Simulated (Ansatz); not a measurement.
**How the conductance of CoSi2/Si/NiSi2 changes with thickness**

Wanted: T(E), the conductance and its decay constant for CoSi2/Si/NiSi2. The lower electrode is CoSi2 fluorite(111), the upper one NiSi2 fluorite(111); the barrier is Si diamond(111) (whole bilayers). In the first transport cell, after relaxation, the nearest pair of electrode and barrier is Si–Si at 2.38 Å, along the normal, at the lower face and Si–Si at 2.36 Å, along the normal, at the upper one. All share a net of side 3.79 Å, which strains the lower electrode by +0.0 %, the upper one by -1.3 % and the barrier by -2.0 %, against typed lattice constants near PBE's. The first steps treat the bulk electrodes alone.

Calculated with Ansatz 0.2.0; PBE DFT, plane waves, PAW files, in the first sound run; inputs show where later runs differ.

### Step 1. The starting structure

The structure is cubic, space group Fm-3m (No. 225). The conventional cell has a = 5.360 Å, b = 5.360 Å, c = 5.360 Å, α = 90.00°, β = 90.00°, γ = 90.00°. Nearest to Si lie 4 Co at 2.32 Å. Nearest to Co lie 8 Si at 2.32 Å. Farther neighbours are not listed.

### Step 2. The strained electrode, electrode CoSi2 fluorite(111)

The electrode is held to the junction's net and relaxed along the normal; its spacing is used for the ideal lead layers.

Input file input.yaml:

```yaml
crystal:
  lattice:
    - [3.79, 0.0, 0.0]
    - [-1.895, 3.2822362803, 0.0]
    - [0.0, 0.0, 9.283950671]
  atoms:
    - { symbol: Si, position: [0.0, 0.0, 0.0] }
    - { symbol: Co, position: [0.3333333333, 0.6666666667, 0.0833333333] }
    - { symbol: Si, position: [0.6666666667, 0.3333333333, 0.1666666667] }
    - { symbol: Si, position: [0.3333333333, 0.6666666667, 0.3333333333] }
    - { symbol: Co, position: [0.6666666667, 0.3333333333, 0.4166666667] }
    - { symbol: Si, position: [0.0, 0.0, 0.5] }
    - { symbol: Si, position: [0.6666666667, 0.3333333333, 0.6666666667] }
    - { symbol: Co, position: [0.0, 0.0, 0.75] }
    - { symbol: Si, position: [0.3333333333, 0.6666666667, 0.8333333333] }
kpoints:
  mp_grid: { grid: [12, 12, 3] }
scf:
  occupations: { method: fermi_dirac, width: 0.1 }
  max_iter: 150
hamiltonian:
  xc: pbe
relax:
  f_tol: 0.01
  max_steps: 40
  cell: { fix: [a, b, angles] }
```

Run with:

```console
$ ansatz run input.yaml --threads 8 --pin off --max-ram 24576MiB --backend cpu --events-out ev --progress --plain --runs-dir out
```

Numbers of over 12 decimals in the logs are rounded to 6 here.

Output:

```text
Engine: ansatz 0.2.0, aarch64-unknown-linux-gnu
Pseudopotentials: kind: paw
Pseudopotential: Si, paw, valence charge 4, recommended cutoff 420 eV (normal), Si.paw.azcp
Pseudopotential: Co, paw, valence charge 17, recommended cutoff 420 eV (normal), Co.paw.azcp
Functional definition: PBE
  parameter kappa = 0.804
  parameter beta = 0.066725
  exchange = pbe_x(kappa = kappa, mu = beta*pi^2/3)
  correlation = pbe_c(beta = beta)
Crystal: 9 atoms, lattice volume = 115.489 Å³
Basis set: ecut = 420 eV, 2263 PW (Γ), exchange–correlation on 54×54×128 points (8 copies of the dense FFT grid, shifted against one another)
Bands: 47, of which v1, the nominal top of the filled ones, is band 38 counted from 1 (37 counted from 0)
Symmetry: 36 space group operations
Space group: R-3m (ITA 166), of the structure as read, at distance tolerance 4.9e-5 Å
k-points: 50 of 432
Non-local potential: Si, projectors of the file, l = 0: 2, l = 1: 2, l = 2: 2
Non-local potential: Co, projectors of the file, l = 0: 3, l = 1: 2, l = 2: 3, l = 3: 1
PAW form: soft (Blöchl's): semilocal exchange-correlation on the pseudo side does not see the compensation charge
PAW one-centre angular grid: Si, 110 points (default); XC on 64 Gauss nodes
PAW one-centre angular grid: Co, 590 points (default); XC on 64 Gauss nodes
Initial density: superposition of atomic densities (neutral atoms: chi_scale 0, normalization atom), corrected by the library's trained network
Initial wavefunctions: pseudopotential atomic-orbital guess
Functional: x = pbe(κ = 0.804, μ = 0.219515), c = pbe(β = 0.066725)
SCF iter   1: F=—  HF=-19197.599378 eV  |F-HF|=—  |Δ(HF+E_count)|=         —  Δρ=5.15e-3  dr2=3.22e-2  ethr=1.77e-3  ⟨swp⟩=7.3  Hψ=9894  notcnv=0  defer=4
preconditioner: auto → Kerker (q_TF=auto, 2.539 Å⁻¹)  [metal: Δε(μ)=0.034 eV  Ē_g=7.159 eV  σ=0.100 eV  W_gap=0.08  n_scr=36 (ndim 8)  ℏωp=24.7 eV  f_vac=0.003  D(μ)=2.88/eV (n_scr^D=24)]
SCF iter   2: F=—  HF=-19197.598572 eV  |F-HF|=—  |Δ(HF+E_count)|=   8.06e-4  Δρ=3.69e-3  dr2=1.83e-2  ethr=4.30e-5  ⟨swp⟩=1.9  Hψ=3301  notcnv=0  defer=8
SCF iter   3: F=—  HF=-19197.599637 eV  |F-HF|=—  |Δ(HF+E_count)|=   1.06e-3  Δρ=4.97e-3  dr2=1.87e-2  ethr=2.44e-5  ⟨swp⟩=2.0  Hψ=3287  notcnv=0  defer=10
SCF iter   4: F=—  HF=-19197.598288 eV  |F-HF|=—  |Δ(HF+E_count)|=   1.35e-3  Δρ=2.17e-3  dr2=3.88e-3  ethr=2.44e-5  ⟨swp⟩=1.0  Hψ=2295  notcnv=0  defer=10
SCF iter   5: F=—  HF=-19197.598068 eV  |F-HF|=—  |Δ(HF+E_count)|=   2.21e-4  Δρ=9.77e-4  dr2=7.74e-4  ethr=5.17e-6  ⟨swp⟩=1.0  Hψ=2295  notcnv=0  defer=10
SCF iter   6: F=—  HF=-19197.598020 eV  |F-HF|=—  |Δ(HF+E_count)|=   4.76e-5  Δρ=1.71e-4  dr2=2.51e-5  ethr=1.03e-6  ⟨swp⟩=1.9  Hψ=2645  notcnv=0  defer=10
SCF iter   7: F=—  HF=-19197.597964 eV  |F-HF|=—  |Δ(HF+E_count)|=   5.62e-5  Δρ=5.15e-5  dr2=2.43e-6  ethr=3.35e-8  ⟨swp⟩=2.1  Hψ=3270  notcnv=0  defer=10
SCF iter   8: F=-19197.597964 eV  HF=-19197.597964 eV  |F-HF|=5.96e-8  |Δ(HF+E_count)|=   5.16e-8  Δρ=9.22e-6  dr2=6.69e-8  ethr=1.33e-10  ⟨swp⟩=3.4  Hψ=9926  notcnv=0
SCF 1 converged in 8 iterations: F = -19197.597964 eV  dr2 = 6.69e-8
  greatest PAW one-centre occupation: 1.000 electrons in one spin orbital (limit 2), on the Co atom at site 7 (counted from 0), in its partial waves of l = 0
relax step   1: F+E_penalty+E_count = -19197.59796372 eV  Δ(F+E_penalty+E_count) = +0.000e0 eV  max|allowed force component| = 1.347e-2 eV/Å  Δτ_max = 0.0000 Å  P = +0.036 GPa  Ω = 115.489 Å³  fix = [a, b, alpha, beta, gamma]  reactions: a +0.157, b +0.157 GPa  (8 SCF iters, dr2 threshold 1.00e-7 eV, accepted)
Crystal: 9 atoms, lattice volume = 115.427 Å³
Initial density: handed on by an earlier stage of this run
Initial wavefunctions: those handed on with the density
iter 1 solved again at ethr=5.57e-9 eV; its pass at ethr=3.10e-3 eV (dr2=4.18e-6 eV) is discarded
SCF iter   1: F=—  HF=-19197.598145 eV  |F-HF|=—  |Δ(HF+E_count)|=         —  Δρ=9.09e-5  dr2=4.54e-6  ethr=5.57e-9  ⟨swp⟩=3.4  Hψ=11550  notcnv=0
preconditioner: auto → Kerker (q_TF=auto, 2.539 Å⁻¹)  [metal: Δε(μ)=0.028 eV  Ē_g=7.172 eV  σ=0.100 eV  W_gap=0.07  n_scr=36 (ndim 8)  ℏωp=24.7 eV  f_vac=0.000  D(μ)=2.85/eV (n_scr^D=24)]
SCF iter   2: F=—  HF=-19197.598101 eV  |F-HF|=—  |Δ(HF+E_count)|=   4.45e-5  Δρ=4.98e-5  dr2=1.94e-6  ethr=5.57e-9  ⟨swp⟩=1.0  Hψ=2352  notcnv=0
SCF iter   3: F=—  HF=-19197.598100 eV  |F-HF|=—  |Δ(HF+E_count)|=   1.56e-7  Δρ=1.17e-5  dr2=2.02e-7  ethr=2.58e-9  ⟨swp⟩=1.2  Hψ=2604  notcnv=0
iter 4 did not close the SCF: its close was put off for the readings that it lacked (scf_convergence_deferred on its scf_iter line)
SCF iter   4: F=-19197.598100 eV  HF=-19197.598100 eV  |F-HF|=1.69e-8  |Δ(HF+E_count)|=   5.14e-9  Δρ=5.12e-6  dr2=3.76e-8  ethr=2.70e-10  ⟨swp⟩=2.2  Hψ=3470  notcnv=0
iter 5 did not close the SCF: its close was put off for the readings that it lacked (scf_convergence_deferred on its scf_iter line)
SCF iter   5: F=-19197.598100 eV  HF=-19197.598100 eV  |F-HF|=2.38e-9  |Δ(HF+E_count)|=   7.24e-9  Δρ=3.14e-6  dr2=9.49e-9  ethr=5.01e-11  ⟨swp⟩=2.0  Hψ=3325  notcnv=0
SCF iter   6: F=-19197.598100 eV  HF=-19197.598100 eV  |F-HF|=1.06e-10  |Δ(HF+E_count)|=   1.96e-9  Δρ=8.88e-7  dr2=6.34e-10  ethr=1.27e-11  ⟨swp⟩=2.0  Hψ=6814  notcnv=0
SCF 2 converged in 6 iterations: F = -19197.598100 eV  dr2 = 6.34e-10
relax step   2: F+E_penalty+E_count = -19197.59810049 eV  Δ(F+E_penalty+E_count) = -1.368e-4 eV  max|allowed force component| = 9.292e-3 eV/Å  Δτ_max = 0.0008 Å  P = +0.133 GPa  Ω = 115.427 Å³  energy of the carried Pulay correction = +2.742e-5 eV  fix = [a, b, alpha, beta, gamma]  reactions: a +0.232, b +0.232 GPa  (6 SCF iters, dr2 threshold 1.07e-7 eV, accepted)
Crystal: 9 atoms, lattice volume = 115.377 Å³
iter 1 solved again at ethr=8.70e-9 eV; its pass at ethr=3.10e-3 eV (dr2=6.53e-6 eV) is discarded
SCF iter   1: F=—  HF=-19197.598209 eV  |F-HF|=—  |Δ(HF+E_count)|=         —  Δρ=9.63e-5  dr2=6.53e-6  ethr=8.70e-9  ⟨swp⟩=2.7  Hψ=10449  notcnv=0
preconditioner: auto → Kerker (q_TF=auto, 2.539 Å⁻¹)  [metal: Δε(μ)=0.030 eV  Ē_g=7.175 eV  σ=0.100 eV  W_gap=0.07  n_scr=36 (ndim 8)  ℏωp=24.7 eV  f_vac=0.000  D(μ)=2.85/eV (n_scr^D=24)]
SCF iter   2: F=—  HF=-19197.598164 eV  |F-HF|=—  |Δ(HF+E_count)|=   4.49e-5  Δρ=5.52e-5  dr2=2.76e-6  ethr=8.70e-9  ⟨swp⟩=1.0  Hψ=2350  notcnv=0
SCF iter   3: F=—  HF=-19197.598164 eV  |F-HF|=—  |Δ(HF+E_count)|=   3.83e-7  Δρ=1.19e-5  dr2=1.50e-7  ethr=3.68e-9  ⟨swp⟩=2.3  Hψ=3394  notcnv=0
SCF iter   4: F=—  HF=-19197.598164 eV  |F-HF|=—  |Δ(HF+E_count)|=   1.11e-8  Δρ=4.20e-6  dr2=2.94e-8  ethr=2.00e-10  ⟨swp⟩=2.1  Hψ=3562  notcnv=0
iter 5 did not close the SCF: its close was put off for the readings that it lacked (scf_convergence_deferred on its scf_iter line)
SCF iter   5: F=-19197.598164 eV  HF=-19197.598164 eV  |F-HF|=6.04e-10  |Δ(HF+E_count)|=   7.20e-9  Δρ=2.64e-6  dr2=7.13e-9  ethr=3.92e-11  ⟨swp⟩=2.0  Hψ=3267  notcnv=0
SCF iter   6: F=-19197.598164 eV  HF=-19197.598164 eV  |F-HF|=5.46e-11  |Δ(HF+E_count)|=   1.90e-9  Δρ=7.37e-7  dr2=6.00e-10  ethr=9.51e-12  ⟨swp⟩=2.5  Hψ=7713  notcnv=0
SCF 3 converged in 6 iterations: F = -19197.598164 eV  dr2 = 6.00e-10
relax step   3: F+E_penalty+E_count = -19197.59816392 eV  Δ(F+E_penalty+E_count) = -6.342e-5 eV  max|allowed force component| = 1.408e-3 eV/Å  Δτ_max = 0.0011 Å  P = +0.211 GPa  Ω = 115.377 Å³  energy of the carried Pulay correction = +4.952e-5 eV  fix = [a, b, alpha, beta, gamma]  reactions: a +0.308, b +0.308 GPa  (6 SCF iters, dr2 threshold 1.05e-8 eV, accepted)
Initial wavefunctions: pseudopotential atomic-orbital guess (no wavefunctions were taken with the density)
iter 1 solved again at ethr=4.36e-6 eV; its pass at ethr=3.10e-3 eV (dr2=3.27e-3 eV) is discarded
SCF iter   1: F=—  HF=-19197.598165 eV  |F-HF|=—  |Δ(HF+E_count)|=         —  Δρ=4.39e-6  dr2=3.94e-9  ethr=4.36e-6  ⟨swp⟩=2.9  Hψ=14703  notcnv=0
eigensolver tolerance schedule: the retry pair's looser diagonalisation over-reported the residual by 828776.86 of it (diagonalisation noise at an unbounded share of the residual, at the tolerance the schedule requests for it); recorded, not acted on — ethr = c·dr2/N_el stays at c = 1.0e-1
preconditioner: auto → Kerker (q_TF=auto, 2.539 Å⁻¹)  [metal: Δε(μ)=0.029 eV  Ē_g=7.175 eV  σ=0.100 eV  W_gap=0.07  n_scr=36 (ndim 8)  ℏωp=24.7 eV  f_vac=0.000  D(μ)=2.85/eV (n_scr^D=24)]
SCF iter   2: F=—  HF=-19197.598124 eV  |F-HF|=—  |Δ(HF+E_count)|=   4.08e-5  Δρ=1.80e-6  dr2=1.77e-9  ethr=5.26e-12  ⟨swp⟩=4.0  Hψ=6976  notcnv=0
SCF iter   3: F=—  HF=-19197.598124 eV  |F-HF|=—  |Δ(HF+E_count)|=  5.82e-11  Δρ=7.95e-7  dr2=6.14e-10  ethr=2.36e-12  ⟨swp⟩=1.8  Hψ=3859  notcnv=0
SCF iter   4: F=—  HF=-19197.598124 eV  |F-HF|=—  |Δ(HF+E_count)|=  6.18e-11  Δρ=4.36e-7  dr2=1.40e-10  ethr=1.00e-12  ⟨swp⟩=2.4  Hψ=3418  notcnv=0
iter 5 did not close the SCF: its close was put off for the readings that it lacked (scf_convergence_deferred on its scf_iter line)
SCF iter   5: F=-19197.598124 eV  HF=-19197.598124 eV  |F-HF|=1.46e-11  |Δ(HF+E_count)|=  1.46e-11  Δρ=1.54e-7  dr2=3.41e-11  ethr=1.00e-12  ⟨swp⟩=1.0  Hψ=2350  notcnv=0
iter 6 did not close the SCF: its close was put off for the readings that it lacked (scf_convergence_deferred on its scf_iter line)
SCF iter   6: F=-19197.598124 eV  HF=-19197.598124 eV  |F-HF|=3.64e-12  |Δ(HF+E_count)|=  1.09e-11  Δρ=1.02e-7  dr2=8.68e-12  ethr=1.00e-12  ⟨swp⟩=1.0  Hψ=2350  notcnv=0
iter 7 did not close the SCF: its close was put off for the readings that it lacked (scf_convergence_deferred on its scf_iter line)
SCF iter   7: F=-19197.598124 eV  HF=-19197.598124 eV  |F-HF|=3.64e-12  |Δ(HF+E_count)|=  3.64e-12  Δρ=3.74e-8  dr2=1.29e-12  ethr=1.00e-12  ⟨swp⟩=1.0  Hψ=2350  notcnv=0
iter 8 did not close the SCF: its close was put off for the readings that it lacked (scf_convergence_deferred on its scf_iter line)
SCF iter   8: F=-19197.598124 eV  HF=-19197.598124 eV  |F-HF|=3.64e-12  |Δ(HF+E_count)|=    0.00e0  Δρ=1.36e-8  dr2=1.53e-13  ethr=1.00e-12  ⟨swp⟩=1.0  Hψ=2350  notcnv=0
SCF iter   9: F=-19197.598124 eV  HF=-19197.598124 eV  |F-HF|=3.64e-12  |Δ(HF+E_count)|=  3.64e-12  Δρ=3.96e-9  dr2=1.20e-14  ethr=1.00e-12  ⟨swp⟩=1.0  Hψ=4900  notcnv=0
SCF 4 converged in 9 iterations: F = -19197.598124 eV  dr2 = 1.20e-14
relax step   4: F+E_penalty+E_count = -19197.59812448 eV  Δ(F+E_penalty+E_count) = +3.944e-5 eV  max|allowed force component| = 1.412e-3 eV/Å  Δτ_max = 0.0000 Å  P = +0.211 GPa  Ω = 115.377 Å³  fix = [a, b, alpha, beta, gamma]  reactions: a +0.308, b +0.308 GPa  stress off target by 1.65e-2 GPa on what of the cell is left free  SCF on the basis re-selected at this cell (its energy is not comparable with the rows above)  (9 SCF iters)
basis re-selected at this cell: Δ(F+E_penalty+E_count) = +3.944e-5 eV, ΔP = -0.001 GPa vs the last step (what re-selecting the basis moved, of the pressure what is left beyond the Pulay correction that the steps carried, after the strain that the cell walked since its last selection, with what the two solves' SCF thresholds leave and, on support functions, any second-order correction that the steps lacked; it is no m [...]
SCF converged after 9 iterations
Free energy (F): -19197.598124 eV
Harris-Foulkes:  -19197.598124 eV  (|F-HF|=3.64e-12)
Internal energy: -19197.500720 eV  (E = F + TS)
E sigma→0 (E₀):  -19197.549422 eV
Entropy (-TS):   -0.097404 eV (-10.823 meV/atom)
Fermi energy:    12.858933 eV
--- Per-component energies (eV) ---
  E_band       = -853.648271
  E_kinetic    = 1642.316528
  E_local      = -12292.666004  (includes V_loc(G=0)·N_el)
  E_nonlocal   = 1503.684764
  E_hartree    = 5348.254331
  E_xc         = -822.203583
  E_vxc        = -915.638006  (∫ρ·V_xc dr)
  E_paw        = -7624.287515  (= ΣΔE_a)
  E_vpaw       = -1487.854681  (= ΣTr[D̂ρ^β])
  E_aug_tail   = 0.000468  (compensation charges beyond the density's cutoff)
  E_ewald      = -6952.599710
  E_smearing   = -0.097404  (= −TS)
  E_closure    = 0.000000  (closes the sum)
  Σ components = -19197.598124   (vs F -19197.598124, Δ=0.00e0)
--- Forces (eV/Å), atoms counted from 1 ---
  atom   1  Si    -0.00000000     0.00000000     0.00141229
  atom   2  Co    -0.00000000     0.00000000     0.00000000
  atom   3  Si     0.00000000    -0.00000000    -0.00141229
  atom   4  Si     0.00000000     0.00000000     0.00141229
  atom   5  Co     0.00000000     0.00000000    -0.00000000
  atom   6  Si    -0.00000000    -0.00000000    -0.00141229
  atom   7  Si     0.00000000     0.00000000     0.00141229
  atom   8  Co     0.00000000    -0.00000000     0.00000000
  atom   9  Si    -0.00000000    -0.00000000    -0.00141229
  max |Σ_I F_I| component: 4.93e-17 eV/Å
--- Stress (GPa, compression-positive) ---
        0.307721      -0.000000       0.000000
       -0.000000       0.307721       0.000000
        0.000000       0.000000       0.016478
  P = ⅓ Tr σ = 0.2106 GPa (2.106 kbar)
--- Relaxed structure (3 steps of the walk, 3 accepted, 1 SCFs on fresh bases) ---
  F+E_penalty+E_count = -19197.59812448 eV   max|allowed force component| = 1.412e-3 eV/Å   (the final SCF, on the basis selected at the relaxed cell)
  cell:  # Å, volume = 115.3769 Å³
    - [3.790000, 0, 0]
    - [-1.895000, 3.282236, 0]
    - [0, 0, 9.274914]
  atoms:
    - { symbol: Si, position: [0, 0, 0.000203458] }
    - { symbol: Co, position: [0.333333, 0.666667, 0.083333] }
    - { symbol: Si, position: [0.666667, 0.333333, 0.166463] }
    - { symbol: Si, position: [0.333333, 0.666667, 0.333537] }
    - { symbol: Co, position: [0.666667, 0.333333, 0.416667] }
    - { symbol: Si, position: [0, 0, 0.499797] }
    - { symbol: Si, position: [0.666667, 0.333333, 0.666870] }
    - { symbol: Co, position: [0, 0, 0.750000] }
    - { symbol: Si, position: [0.333333, 0.666667, 0.833130] }
```

The job ended after 7.6 s (8 threads of Arm Neoverse V2, shared host; peak memory 0.72 GiB; 56 s of CPU time).

This run has no spin polarisation, although Co can carry a moment.

Little changed from the start: no atom moved by 0.005 Å and no cell edge by 0.1 %.

This step gave:

```yaml
free_energy: -19197.5981 eV
fermi_energy: 12.86 eV
pressure: 0.2106 GPa
```

(Part 1 of 6 ends here.)

[Logs are printed without paths, hosts, clocks, repeated set-up lines and the standing remarks that a program may print on its own settings, such as how far it seeks lower states.]

[Hosts, paths, dates, database ids (printed as entryN), source tags and the programs' standing remarks are cut or masked in the printed files.]
